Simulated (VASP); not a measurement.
# WS2 in VASP: further runs

One sheet, WS2, is run at these levels: PBEsol+D3(BJ); tasks: single point.

All numbers are computed with VASP 6.6.1; they aren't measurements. Logs are shortened: lines on timing, memory, paths and dates and some standing lists are left out, and cuts for length are marked.

**1. Starting point**

The cell holds a sheet with vacuum, 3 atoms: a = 3.124 Å, b = 3.124 Å, c = 30.080 Å, α = 90.00°, β = 90.00°, γ = 120.00°.

The cell was built by a generator and needn't be a form met in nature.

**2. Single point, PBEsol+D3(BJ)**

The input, INCAR:

```
  PREC = Accurate
  ENCUT = 520
  EDIFF = 1E-6
  ISMEAR = 0
  SIGMA = 0.03
  LREAL = False
  LASPH = True
  NELM = 100
  ALGO = Normal
  ISIF = 2
  LWAVE = False
  LCHARG = True
  LDIPOL = True
  IDIPOL = 3
  DIPOL = 0.5 0.5 0.285
  GGA = PS
  IVDW = 12
  LELF = True
  LVHAR = True
  LVACPOTAV = True
  NBANDS = 20
```

The input, KPOINTS:

```
Automatic mesh
0
Gamma
  12 12 1
```

The input, POSCAR:

```
WS2
1.0
    3.1236330440      0.0000000000      0.0000000000
   -1.5618165220      2.7051455682      0.0000000000
    0.0000000000      0.0000000000     30.0800000023
S W
2 1
Direct
    0.6666666667      0.3333333333      0.2326294503
    0.6666666667      0.3333333333      0.3371843795
    0.3333333333      0.6666666667      0.2849069149
```

Potentials or basis: VASP PAW PBE potentials, release 64 (S, W_sv).

Started as:

```console
> cat potpaw_PBE.64/S/POTCAR potpaw_PBE.64/W_sv/POTCAR > POTCAR
> mpirun -np 1 vasp_std > vasp.out
```

OUTCAR:

```text
PREC = Accurate
   ENCUT = 520
   EDIFF = 1E-6
   ISMEAR = 0
   LREAL = False
   LASPH = True
   NELM = 100
   ISIF = 2
   GGA = PS
   IVDW = 12
 IVDW          = 12

 ion  position               nearest neighbor table
   1  0.667  0.333  0.233-   3 2.39   3 2.39   3 2.39
   2  0.667  0.333  0.337-   3 2.39   3 2.39   3 2.39
   3  0.333  0.667  0.285-   1 2.39   2 2.39   1 2.39   2 2.39   1 2.39   2 2.39

  LATTYP: Found a hexagonal cell.
 ALAT       =     3.1236330440
 C/A-ratio  =     9.6298123303

  Lattice vectors:

 A1 = (   3.1236330440,   0.0000000000,   0.0000000000)
 A2 = (  -1.5618165220,   2.7051455682,   0.0000000000)
 A3 = (   0.0000000000,   0.0000000000,  30.0800000023)

Analysis of symmetry for initial positions (statically):
=====================================================================
 Subroutine PRICEL returns:
 Original cell was already a primitive cell.

 Routine SETGRP: Setting up the symmetry group for a
 hexagonal supercell.

 Subroutine GETGRP returns: Found 12 space group operations
 (whereof  6 operations were pure point group operations)
 out of a pool of 24 trial point group operations.

The static configuration has the point symmetry C_3v.
 The point group associated with its full space group is D_3h.

Analysis of symmetry for dynamics (positions and initial velocities):
=====================================================================
 Subroutine PRICEL returns:
 Original cell was already a primitive cell.

 Routine SETGRP: Setting up the symmetry group for a
 hexagonal supercell.

 Subroutine GETGRP returns: Found 12 space group operations
 (whereof  6 operations were pure point group operations)
 out of a pool of 24 trial point group operations.

The dynamic configuration has the point symmetry C_3v.
 The point group associated with its full space group is D_3h.

 Subroutine INISYM returns: Found 12 space group operations
 (whereof  6 operations are pure point group operations),
 and found     1 'primitive' translations

----------------------------------------------------------------------------------------

                                     Primitive cell

  volume of cell :     254.1725

  direct lattice vectors                    reciprocal lattice vectors
     3.123633044  0.000000000  0.000000000     0.320140038  0.184832937  0.000000000
    -1.561816522  2.705145568  0.000000000     0.000000000  0.369665874  0.000000000
     0.000000000  0.000000000 30.080000002     0.000000000  0.000000000  0.033244681

  length of vectors
     3.123633044  3.123633044 30.080000002     0.369665874  0.369665874  0.033244681

  position of ions in fractional coordinates (direct lattice)
     0.666666667  0.333333333  0.232629450
     0.666666667  0.333333333  0.337184380
     0.333333333  0.666666667  0.284906915

  ion indices of the primitive-cell ions
   primitive index   ion index
                 1           1
                 2           2
                 3           3

----------------------------------------------------------------------------------------

 KPOINTS: Automatic mesh

Automatic generation of k-mesh.
 Grid dimensions read from file:
 generate k-points for:   12   12    1

 Generating k-lattice:

  Cartesian coordinates                     Fractional coordinates (reciprocal lattice)
     0.026678336  0.015402745  0.000000000     0.083333333  0.000000000  0.000000000
     0.000000000  0.030805489  0.000000000     0.000000000  0.083333333  0.000000000
     0.000000000  0.000000000  0.033244681     0.000000000  0.000000000  1.000000000

  Length of vectors
     0.030805489  0.030805489  0.033244681

  Shift w.r.t. Gamma in fractional coordinates (k-lattice)
     0.000000000  0.000000000  0.000000000

 Subroutine IBZKPT returns following result:
 ===========================================

 Found     19 irreducible k-points:

 Following reciprocal coordinates:
            Coordinates               Weight
  0.000000  0.000000  0.000000      1.000000
  0.083333  0.000000  0.000000      6.000000
  0.166667  0.000000  0.000000      6.000000
  0.250000  0.000000  0.000000      6.000000
  0.333333  0.000000  0.000000      6.000000
  0.416667  0.000000  0.000000      6.000000
[... 11 lines left out ...]
  0.333333  0.250000  0.000000     12.000000
  0.333333  0.333333  0.000000      2.000000
   k-points           NKPTS =     19   k-points in BZ     NKDIM =     19   number of bands    NBANDS=     20
   number of dos      NEDOS =    301   number of ions     NIONS =      3
   total plane-waves  NPLWV = 129024
   dimension x,y,z NGX =    24 NGY =   24 NGZ =  224
   dimension x,y,z NGXF=    48 NGYF=   48 NGZF=  448
   ions per type =               2   1
   NGX,Y,Z   is equivalent  to a cutoff of  12.77, 12.77, 12.38 a.u.
   NGXF,Y,Z  is equivalent  to a cutoff of  25.55, 25.55, 24.76 a.u.
 SYSTEM =  unknown system
   PREC   = accura    normal or accurate (medium, high low for compatibility)
   ISTART =      0    job   : 0-new  1-cont  2-samecut
   ICHARG =      2    charge: 1-file 2-atom 10-const
   ISPIN  =      1    spin polarized calculation?
   LNONCOLLINEAR =      F non collinear calculations
   LSORBIT =      F    spin-orbit coupling
   LASPH  =      T    aspherical Exc in radial PAW
   ENCUT  =  520.0 eV  38.22 Ry    6.18 a.u.   5.81  5.81 55.93*2*pi/ulx,y,z
   NELM   =    100;   NELMIN=  2; NELMDL= -5     # of ELM steps
   EDIFF  = 0.1E-05   stopping-criterion for ELM
   LREAL  =      F    real-space projection
   EDIFFG = 0.1E-04   stopping-criterion for IOM
   NSW    =      0    number of steps for IOM
   IBRION =     -1    ionic relax: 0-MD 1-quasi-New 2-CG
   NFREE  =      0    steps in history (QN), initial steepest desc. (CG)
   ISIF   =      2    stress and relaxation
   ISYM   =      2    0-nonsym 1-usesym 2-fastsym
   POTIM  = 0.5000    time-step for ionic-motion
   TEBEG  =    0.0;   TEEND  =   0.0 temperature during run
   PSTRESS=    0.0 pullay stress
   NELECT =      26.0000    total number of electrons
   NUPDOWN=      -1.0000    fix difference up-down
   EMIN   =  10.00;   EMAX   =-10.00  energy-range for DOS
   EFERMI =   0.00;   METHOD = LEGACY
   ISMEAR =     0;   SIGMA  =   0.03  broadening in eV -4-tet -1-fermi 0-gaus
   EFERMI_NEDOS =   21; number of points for ismear=-14 and -15
   IALGO  =     38    algorithm
   IMIX   =      4    mixing-type and parameters
     AMIX     =   0.40;   BMIX     =  1.00
     AMIX_MAG =   1.60;   BMIX_MAG =  1.00
  volume/ion in A,a.u.               =      84.72       571.75
  Fermi-wavevector in a.u.,A,eV,Ry     =   0.765637  1.446845  7.975743  0.586201
  Thomas-Fermi vector in A             =   1.865802
   LORBIT       =      0    0 simple, 1 ext, 2 COOP (PROOUT), +10 PAW based schemes
   GGA     = PS    functional components
   LHFCALC =     F    Hartree Fock is set to
   AEXX    =    0.0000 exact exchange contribution
   IVDW    =    12    specifies the selected vdW correction
   LEPSILON=     F    determine dielectric tensor
   LRPA    =     F    only Hartree local field effects (RPA)
 non-spin polarized calculation
 Gauss-broadening in eV      SIGMA  =   0.03
  energy-cutoff  :      520.00
  volume of cell :      254.17
 maximum number of plane-waves:      6888
 NGX is ok and might be reduce to    24
   NGX = 11   NGY = 11   NGZ =111

 dipolmoment           0.000000      0.000000     -0.000025 electrons x Angstroem

 number of electron      25.9999997 magnetization

 dipolmoment           0.000000      0.000000      0.000003 electrons x Angstroem

 Free energy of the ion-electron system (eV)
  ---------------------------------------------------
  ext. energy  EPLUGINS =         0.00000000
  ---------------------------------------------------
  free energy    TOTEN  =       -25.24230826 eV

  energy without entropy =      -25.24230826  energy(sigma->0) =      -25.24230826

 E-fermi :  -2.8898     XC(G=0):  -2.6350

 val. band max:       -3.0787707994   @ k =   0.3333   0.3333   0.0000
 cond. band min:      -1.0881883454   @ k =   0.1667   0.1667   0.0000
 fundamental gap:      1.9905824539
 Fermi energy:        -2.8898200029

 k-point     1 :       0.0000    0.0000    0.0000
  band No.  band energies     occupation
      1     -76.9568      2.00000
      2     -41.2549      2.00000
      3     -41.0333      2.00000
      4     -41.0333      2.00000
      5     -18.0497      2.00000
      6     -16.3556      2.00000
[... 12 lines left out ...]
     19       2.2972      0.00000
     20       2.5920      0.00000

 k-point     2 :       0.0833    0.0000    0.0000
  band No.  band energies     occupation
      1     -76.9553      2.00000
      2     -41.2497      2.00000
      3     -41.0615      2.00000
      4     -41.0398      2.00000
      5     -17.9252      2.00000
      6     -16.3090      2.00000
[... 12 lines left out ...]
     19       2.4410      0.00000
     20       2.7943      0.00000

 k-point     3 :       0.1667    0.0000    0.0000
  band No.  band energies     occupation
      1     -76.9513      2.00000
      2     -41.2357      2.00000
      3     -41.1379      2.00000
      4     -41.0575      2.00000
      5     -17.5701      2.00000
      6     -16.1761      2.00000
[... 12 lines left out ...]
     19       2.8594      0.00000
     20       3.2368      0.00000

 k-point     4 :       0.2500    0.0000    0.0000
  band No.  band energies     occupation
      1     -76.9457      2.00000
      2     -41.2406      2.00000
      3     -41.2165      2.00000
      4     -41.0816      2.00000
      5     -17.0400      2.00000
      6     -15.9800      2.00000
[... 12 lines left out ...]
     19       3.5058      0.00000
     20       3.9286      0.00000

 k-point     5 :       0.3333    0.0000    0.0000
  band No.  band energies     occupation
      1     -76.9402      2.00000
      2     -41.3416      2.00000
      3     -41.1973      2.00000
      4     -41.1055      2.00000
      5     -16.4344      2.00000
      6     -15.7628      2.00000
[... 12 lines left out ...]
     19       4.1672      0.00000
     20       4.3897      0.00000

 k-point     6 :       0.4167    0.0000    0.0000
  band No.  band energies     occupation
      1     -76.9362      2.00000
      2     -41.4145      2.00000
      3     -41.1831      2.00000
      4     -41.1230      2.00000
      5     -15.9152      2.00000
      6     -15.5866      2.00000
[... 12 lines left out ...]
     19       4.4263      0.00000
     20       4.6524      0.00000

 k-point     7 :       0.5000    0.0000    0.0000
  band No.  band energies     occupation
      1     -76.9347      2.00000
      2     -41.4410      2.00000
      3     -41.1779      2.00000
      4     -41.1294      2.00000
      5     -15.7010      2.00000
      6     -15.5176      2.00000
[... 12 lines left out ...]
     19       4.5466      0.00000
     20       4.8800      0.00000
[... 162 lines left out ...]
 k-point    15 :       0.3333    0.1667    0.0000
  band No.  band energies     occupation
      1     -76.9347      2.00000
      2     -41.3902      2.00000
      3     -41.1825      2.00000
      4     -41.1780      2.00000
      5     -15.7288      2.00000
      6     -15.4947      2.00000
[... 12 lines left out ...]
     19       5.2640      0.00000
     20       5.4596      0.00000

 k-point    16 :       0.4167    0.1667    0.0000
  band No.  band energies     occupation
      1     -76.9334      2.00000
      2     -41.4078      2.00000
      3     -41.1936      2.00000
      4     -41.1735      2.00000
      5     -15.5395      2.00000
      6     -15.4275      2.00000
[... 12 lines left out ...]
     19       5.6620      0.00000
     20       6.2157      0.00000

 k-point    17 :       0.2500    0.2500    0.0000
  band No.  band energies     occupation
      1     -76.9347      2.00000
      2     -41.3661      2.00000
      3     -41.2074      2.00000
      4     -41.1780      2.00000
      5     -15.7378      2.00000
      6     -15.4869      2.00000
[... 12 lines left out ...]
     19       5.0631      0.00000
     20       5.4929      0.00000

 k-point    18 :       0.3333    0.2500    0.0000
  band No.  band energies     occupation
      1     -76.9326      2.00000
      2     -41.3708      2.00000
      3     -41.2485      2.00000
      4     -41.1709      2.00000
      5     -15.4461      2.00000
      6     -15.3718      2.00000
[... 12 lines left out ...]
     19       4.7969      0.00000
     20       6.1264      0.00000

 k-point    19 :       0.3333    0.3333    0.0000
  band No.  band energies     occupation
      1     -76.9319      2.00000
      2     -41.3380      2.00000
      3     -41.2985      2.00000
      4     -41.1683      2.00000
      5     -15.3398      2.00000
      6     -15.3224      2.00000
[... 12 lines left out ...]
     19       4.1880      0.00000
     20       6.3035      0.00000

------------------------ aborting loop because EDIFF is reached ----------------------------------------

 Edisp (eV)   -0.75652

 E8    (eV) :    -0.5100

  FORCE on cell =-STRESS in cart. coord.  units (eV):
  Direction    XX          YY          ZZ          XY          YZ          ZX
  --------------------------------------------------------------------------------------
  -------------------------------------------------------------------------------------
  Total       0.04024     0.04024     0.03937     0.00000     0.00000     0.00000
  in kB       0.25364     0.25364     0.24815     0.00000     0.00000     0.00000
  external pressure =        0.25 kB  Pullay stress =        0.00 kB

 VOLUME and BASIS-vectors are now :
 -----------------------------------------------------------------------------
  energy-cutoff  :      520.00
  volume of cell :      254.17
      direct lattice vectors                 reciprocal lattice vectors
     3.123633044  0.000000000  0.000000000     0.320140038  0.184832937  0.000000000
    -1.561816522  2.705145568  0.000000000     0.000000000  0.369665874  0.000000000
     0.000000000  0.000000000 30.080000002     0.000000000  0.000000000  0.033244681

 POSITION                                       TOTAL-FORCE (eV/Angst)
 -----------------------------------------------------------------------------------
      1.56182      0.90172      6.99749        -0.000000     -0.000000     -0.021807
      1.56182      0.90172     10.14251         0.000000     -0.000000      0.021807
     -0.00000      1.80343      8.57000        -0.000000      0.000000     -0.000000
 -----------------------------------------------------------------------------------
    total drift:                                0.000000      0.000000      0.000127

  FREE ENERGIE OF THE ION-ELECTRON SYSTEM (eV)
  ---------------------------------------------------
  free  energy   TOTEN  =       -25.9988245424 eV

  energy  without entropy=      -25.9988245424  energy(sigma->0) =      -25.99882454

 vacuum level on the upper side and lower side of the slab         2.600         2.600
```

Wall time 1.7 min (1 thread of AMD EPYC 9R45 (Zen 5), shared host); peak memory 0.35 GiB.

What came out:

```
Free energy                            : -25.9988 eV
Largest force                          : 0.022 eV/Å
Band gap on the k mesh                 : 1.99 eV, indirect (least direct gap 2.04 eV)
Dispersion energy per atom             : -0.252 eV
Ionisation potential of the upper face : 5.68 eV
```

Forces on the atoms (eV/Å):
```
S    0.000  0.000 -0.022
S    0.000  0.000  0.022
W    0.000  0.000  0.000
```

Caveat: the PAW data sets were made with another functional, which shifts forces and pressure a little; spin-orbit coupling is left out, which moves the levels of the heavy elements. As with any semilocal functional, this PBEsol gap is likely too small.

**3. Single point, PBEsol+D3(BJ)**

This run uses another cell than the first one, of 49.72 Å³/atom, 0.587 times its volume.

The input, INCAR:

```
SYSTEM = WS2
PREC = Accurate ; ENCUT = 520
EDIFF = 1E-6 ; ISMEAR = 0
SIGMA = 0.03 ; LREAL = .FALSE.
LASPH = .TRUE. ; NELM = 100
ALGO = Normal ; ISIF = 2
LWAVE = .FALSE. ; LCHARG = .FALSE.
LDIPOL = .TRUE. ; IDIPOL = 3
DIPOL = 0.5 0.5 0.500 ; GGA = PS
IVDW = 12 ; NBANDS = 20
```

The input, KPOINTS:

```
Automatic mesh
0
G
  12 12 1
  0 0 0
```

The input, POSCAR:

```
WS2
1.0
    3.1700000000      0.0000000000      0.0000000000
   -1.5850000000      2.7453005300      0.0000000000
    0.0000000000      0.0000000000     17.1400000000
S W
2 1
Direct
    0.6666670000      0.3333330000      0.4084014002
    0.6666670000      0.3333330000      0.5915985998
    0.3333330000      0.6666670000      0.5000000000
```

Potentials or basis: VASP PAW PBE potentials, release 64 (S, W_sv).

Started as:

```console
> cat potpaw_PBE.64/S/POTCAR potpaw_PBE.64/W_sv/POTCAR > POTCAR
> mpirun -np 1 vasp_std > vasp.out
```

OUTCAR:

```text
SYSTEM = WS2
   PREC = Accurate
   ENCUT = 520
   EDIFF = 1E-6
   ISMEAR = 0
   LREAL = .FALSE.
   LASPH = .TRUE.
   NELM = 100
   ISIF = 2
   GGA = PS
   IVDW = 12
 IVDW          = 12

 ion  position               nearest neighbor table
   1  0.667  0.333  0.408-   3 2.41   3 2.41   3 2.41
   2  0.667  0.333  0.592-   3 2.41   3 2.41   3 2.41
   3  0.333  0.667  0.500-   1 2.41   2 2.41   1 2.41   2 2.41   1 2.41   2 2.41

  LATTYP: Found a hexagonal cell.
 ALAT       =     3.1700000000
[... 635 lines left out ...]

  FORCE on cell =-STRESS in cart. coord.  units (eV):
  Direction    XX          YY          ZZ          XY          YZ          ZX
  --------------------------------------------------------------------------------------
  -------------------------------------------------------------------------------------
  Total      -1.74170    -1.74170    -0.88301     0.00000     0.00000    -0.00000
  in kB     -18.70786   -18.70786    -9.48449     0.00000     0.00000    -0.00000
  external pressure =      -15.63 kB  Pullay stress =        0.00 kB

 VOLUME and BASIS-vectors are now :
 -----------------------------------------------------------------------------
  energy-cutoff  :      520.00
  volume of cell :      149.16
      direct lattice vectors                 reciprocal lattice vectors
     3.170000000  0.000000000  0.000000000     0.315457413  0.182129422  0.000000000
    -1.585000000  2.745300530  0.000000000     0.000000000  0.364258845  0.000000000
     0.000000000  0.000000000 17.140000000     0.000000000  0.000000000  0.058343057

 POSITION                                       TOTAL-FORCE (eV/Angst)
 -----------------------------------------------------------------------------------
      1.58500      0.91510      7.00000        -0.000000      0.000000      0.268177
      1.58500      0.91510     10.14000        -0.000000     -0.000000     -0.268177
     -0.00000      1.83020      8.57000         0.000000      0.000000      0.000000
 -----------------------------------------------------------------------------------
    total drift:                                0.000148     -0.000085      0.000000

  FREE ENERGIE OF THE ION-ELECTRON SYSTEM (eV)
  ---------------------------------------------------
  free  energy   TOTEN  =       -25.9785810428 eV

  energy  without entropy=      -25.9785810428  energy(sigma->0) =      -25.97858104

 vacuum level on the upper side and lower side of the slab         4.364         4.364
```

It took 44 s on 1 thread of AMD EPYC 9R45 (Zen 5), shared host; peak memory 0.23 GiB.

What came out:

- Free energy: -25.9786 eV
- Largest force: 0.268 eV/Å
- Band gap on the k mesh: 1.86 eV, direct
- Dispersion energy per atom: -0.246 eV

Forces on the atoms (eV/Å):
```
S    0.000  0.000  0.268
S    0.000  0.000 -0.268
W    0.000  0.000  0.000
```

Caveat: the PAW data sets were made with another functional, which shifts forces and pressure a little; spin-orbit coupling is left out, which moves the levels of the heavy elements. A hybrid or GW would open this gap; PBEsol tends to underestimate it.
